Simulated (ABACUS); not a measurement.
Runs of ABACUS 3.10.1 on TePb. Symmetry: Fm-3m, No. 225, cubic system. Conventional cell: a = 6.462 Å, b = 6.462 Å, c = 6.462 Å, α = 90.00°, β = 90.00°, γ = 90.00°. Pb (site symmetry m-3m) is surrounded by 6 Te at 3.23 Å. Around Te (site symmetry m-3m) lie 6 Pb at 3.23 Å. 

| task | level | cell | k mesh | symmetry key | max steps of the relaxation | force threshold | optimiser | stress threshold | gap on the mesh (eV) | pressure (GPa) | relaxed volume (Å³/atom) |
| --- | --- | --- | --- | --- | --- | --- | --- | --- | --- | --- | --- |
| single point | PBE | as given | 6 × 6 × 6 | 1 | - | - | - | - | 0.81 | 3.0 | - |
| single point | SCAN | as given | 5 × 5 × 5 | 1 | - | - | - | - | - | 0.6 | - |
| relaxation of cell and atoms | SCAN | relaxed | 5 × 5 × 5 | 1 | 60 | 0.02 eV/Å | cg | 0.5 kbar | - | 0.0 | (b) |
| relaxation of cell and atoms | PBE | relaxed | 6 × 6 × 6 | 1 | - | 0.02 eV/Å | ASE LBFGS | - | 0.92 | 0.0 | (a) |

Alike in all rows: potentials or basis SG15 ONCV 1.2 PBE, DZP LCAO (the cutoffs set its grid); no spin polarisation; cutoff (eV) 1361; smearing fermi-dirac 0.05 eV.

Problem. Fill in the values left out.

Solution. (a) 36.09; (b) 34.18.

Caveats: the atomic orbitals were generated for these runs and aren't a published set; the basis of atomic orbitals isn't converged, which shifts pressures, moduli and gaps; spin-orbit coupling is left out, which as a rule narrows the gap of such compounds by several tenths of an eV (some runs); the potentials were made for another functional, which shifts forces and pressure (some runs).

A k mesh can miss the band edges, and the runs leave out spin-orbit coupling on Pb, Te.
